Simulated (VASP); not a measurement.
# Hf (P6/mmm) in VASP: notebook, part 2 of 2

VASP 6.6.1.

### Step 3. Single point, r2SCAN

INCAR

```
SYSTEM = Hf
  PREC = Accurate
  ENCUT = 520
  EDIFF = 1E-6
  ISMEAR = 0
  SIGMA = 0.1
  LREAL = .FALSE.
  LASPH = .TRUE.
  NELM = 60
  ALGO = Normal
  ISIF = 2
  LWAVE = .FALSE.
  LCHARG = .FALSE.
  METAGGA = R2SCAN
  LMIXTAU = .TRUE.
```

KPOINTS

```
Automatic mesh
0
G
  12 12 14
  0 0 0
```

POSCAR

```
Hf
1.0
    4.9124200000      0.0000000000      0.0000000000
   -2.4562100000      4.2542800000      0.0000000000
    0.0000000000      0.0000000000      3.0596800000
Hf
3
Direct
    0.6666700000      0.3333300000      0.5000000000
    0.3333300000      0.6666700000      0.5000000000
    0.0000000000      0.0000000000      0.0000000000
```

Potentials or basis: VASP PAW PBE potentials, release 64 (Hf_pv).

The run is started by

```sh
cat potpaw_PBE.64/Hf_pv/POTCAR > POTCAR
mpirun -np 1 vasp_std > vasp.out
```

OUTCAR:

```text
SYSTEM = Hf
   PREC = Accurate
   ENCUT = 520
   EDIFF = 1E-6
   ISMEAR = 0
   LREAL = .FALSE.
   LASPH = .TRUE.
   NELM = 60
   ISIF = 2
   METAGGA = R2SCAN

 ion  position               nearest neighbor table
   1  0.667  0.333  0.500-   2 2.84   2 2.84   2 2.84   3 3.22   3 3.22   3 3.22   3 3.22   3 3.22
                             3 3.22
   2  0.333  0.667  0.500-   1 2.84   1 2.84   1 2.84   3 3.22   3 3.22   3 3.22   3 3.22   3 3.22
                             3 3.22
   3  0.000  0.000  0.000-   1 3.22   2 3.22   1 3.22   2 3.22   2 3.22   2 3.22   1 3.22   1 3.22
                             1 3.22   1 3.22   2 3.22   2 3.22

  LATTYP: Found a hexagonal cell.
 ALAT       =     4.9124200000
 C/A-ratio  =     0.6228457664

  Lattice vectors:

 A1 = (   4.9124200000,   0.0000000000,   0.0000000000)
 A2 = (  -2.4562100000,   4.2542800000,   0.0000000000)
 A3 = (   0.0000000000,   0.0000000000,   3.0596800000)

Analysis of symmetry for initial positions (statically):
=====================================================================
 Subroutine PRICEL returns:
 Original cell was already a primitive cell.

 Routine SETGRP: Setting up the symmetry group for a
 hexagonal supercell.

 Subroutine GETGRP returns: Found  8 space group operations
 (whereof  8 operations were pure point group operations)
 out of a pool of 24 trial point group operations.

The static configuration has the point symmetry D_2h.

Analysis of symmetry for dynamics (positions and initial velocities):
=====================================================================
 Subroutine PRICEL returns:
 Original cell was already a primitive cell.

 Routine SETGRP: Setting up the symmetry group for a
 hexagonal supercell.

 Subroutine GETGRP returns: Found  8 space group operations
 (whereof  8 operations were pure point group operations)
 out of a pool of 24 trial point group operations.
[... 120 lines left out ...]
   IALGO  =     38    algorithm
   IMIX   =      4    mixing-type and parameters
     AMIX     =   0.40;   BMIX     =  1.00
     AMIX_MAG =   1.60;   BMIX_MAG =  1.00
  volume/ion in A,a.u.               =      21.31       143.84
  Fermi-wavevector in a.u.,A,eV,Ry     =   1.272085  2.403892 22.016944  1.618200
  Thomas-Fermi vector in A             =   2.404983
   LORBIT       =      0    0 simple, 1 ext, 2 COOP (PROOUT), +10 PAW based schemes
   METAGGA = R2SCAN    functional components
   LHFCALC =     F    Hartree Fock is set to
   AEXX    =    0.0000 exact exchange contribution
   IVDW    =     0    specifies the selected vdW correction
   LEPSILON=     F    determine dielectric tensor
   LRPA    =     F    only Hartree local field effects (RPA)
 non-spin polarized calculation
 Gauss-broadening in eV      SIGMA  =   0.10
  energy-cutoff  :      520.00
  volume of cell :       63.94
 maximum number of plane-waves:      1740
 NGX is ok and might be reduce to    40
   NGX = 19   NGY = 19   NGZ = 11

 number of electron      30.0000003 magnetization

 Free energy of the ion-electron system (eV)
  ---------------------------------------------------
  ext. energy  EPLUGINS =         0.00000000
  ---------------------------------------------------
  free energy    TOTEN  =      -135.33489295 eV

  energy without entropy =     -135.32488035  energy(sigma->0) =     -135.32988665

 E-fermi :   4.9844     XC(G=0): -12.4034

 val. band max:        4.9697553663   @ k =   0.0833   0.0000   0.0000
 cond. band min:       4.9844344279   @ k =   0.2500   0.0833   0.0714
 fundamental gap:      0.0146790616
 Fermi energy:         4.9844247929

 k-point     1 :       0.0000    0.0000    0.0000
  band No.  band energies     occupation
      1     -26.8298      2.00000
      2     -26.8297      2.00000
      3     -26.7966      2.00000
      4     -26.7966      2.00000
      5     -26.3682      2.00000
      6     -26.1160      2.00000
[... 505 lines left out ...]
      6     -26.2173      2.00000
[... 11 lines left out ...]
     18       6.1256      0.00000
     19       6.8907      0.00000

 [... further k-points ...]

------------------------ aborting loop because EDIFF is reached ----------------------------------------

  FORCE on cell =-STRESS in cart. coord.  units (eV):
  Direction    XX          YY          ZZ          XY          YZ          ZX
  --------------------------------------------------------------------------------------
  -------------------------------------------------------------------------------------
  Total        1.4509909      1.4511527      1.3043370      0.0001404      0.0000000      0.0000000
  in kB       36.3561350     36.3601882     32.6815634      0.0035178      0.0000000      0.0000000
  external PRESSURE =      35.1326289 kB  Pullay stress =       0.0000000 kB

 VOLUME and BASIS-vectors are now :
 -----------------------------------------------------------------------------
  energy-cutoff  :      520.00
  volume of cell :       63.94
      direct lattice vectors                 reciprocal lattice vectors
     4.912420000  0.000000000  0.000000000     0.203565656  0.117528701  0.000000000
    -2.456210000  4.254280000  0.000000000     0.000000000  0.235057401  0.000000000
     0.000000000  0.000000000  3.059680000     0.000000000  0.000000000  0.326831564

 POSITION                                       TOTAL-FORCE (eV/Angst)
 -----------------------------------------------------------------------------------
      2.45623      1.41808      1.52984        -0.000254      0.000147      0.000000
     -0.00002      2.83620      1.52984         0.000254     -0.000147      0.000000
      0.00000      0.00000      0.00000         0.000000      0.000000      0.000000
 -----------------------------------------------------------------------------------
    total drift:                                0.000000      0.000000      0.000000

  FREE ENERGIE OF THE ION-ELECTRON SYSTEM (eV)
  ---------------------------------------------------
  free  energy   TOTEN  =      -135.3348929490 eV

  energy  without entropy=     -135.3248803528  energy(sigma->0) =     -135.32988665
```

OSZICAR:

```text
N       E                     dE             d eps       ncg     rms          rms(c)
DAV:   1    -0.965011995637E+01   -0.96501E+01   -0.17685E+04 13176   0.157E+03
DAV:   2    -0.136491160241E+03   -0.12684E+03   -0.12249E+03 14853   0.338E+02
DAV:   3    -0.143580125525E+03   -0.70890E+01   -0.65917E+01 18162   0.450E+01
[... 16 lines left out ...]
DAV:  20    -0.135334829135E+03   -0.98821E-04   -0.39536E-05 19513   0.631E-02    0.188E-01
DAV:  21    -0.135334891283E+03   -0.62148E-04   -0.55671E-05 13713   0.663E-02    0.174E-01
DAV:  22    -0.135334893863E+03   -0.25797E-05   -0.83177E-06 17366   0.251E-02    0.196E-01
DAV:  23    -0.135334890941E+03    0.29218E-05   -0.32891E-06 12110   0.210E-02    0.150E-01
DAV:  24    -0.135334893183E+03   -0.22416E-05   -0.15585E-06  7281   0.124E-02    0.906E-02
DAV:  25    -0.135334892949E+03    0.23375E-06   -0.38894E-07  6929   0.516E-03
   1 F= -.13533489E+03 E0= -.13532989E+03  d E =-.100126E-01
```

stdout:

```text
POSCAR found type information on POSCAR Hf
 POSCAR found :  1 types and       3 ions
 scaLAPACK will be used
 -----------------------------------------------------------------------------
|                                                                             |
|                                                                             |
|     You enforced a specific xc type in the INCAR file but a different       |
|     I HOPE YOU KNOW WHAT YOU ARE DOING!                                     |
|                                                                             |
 -----------------------------------------------------------------------------

 LDA part: xc-table for (None), standard interpolation
 POSCAR, INCAR and KPOINTS ok, starting setup
 FFT: planning ... GRIDC
 FFT: planning ... GRID_SOFT
 FFT: planning ... GRID
 WAVECAR not read
 entering main loop
```

It took 29 min on 1 thread of AMD EPYC 9R45 (Zen 5), shared host; peak memory 0.43 GiB.

Results:

```
Free energy            : -135.3349 eV
Pressure               : 3.5 GPa
Band gap on the k mesh : none (metal or under the smearing width)
```

Caveat: the PAW data sets were made with another functional, which shifts forces and pressure a little. The run has no spin-orbit coupling, so splittings on Hf are missing.
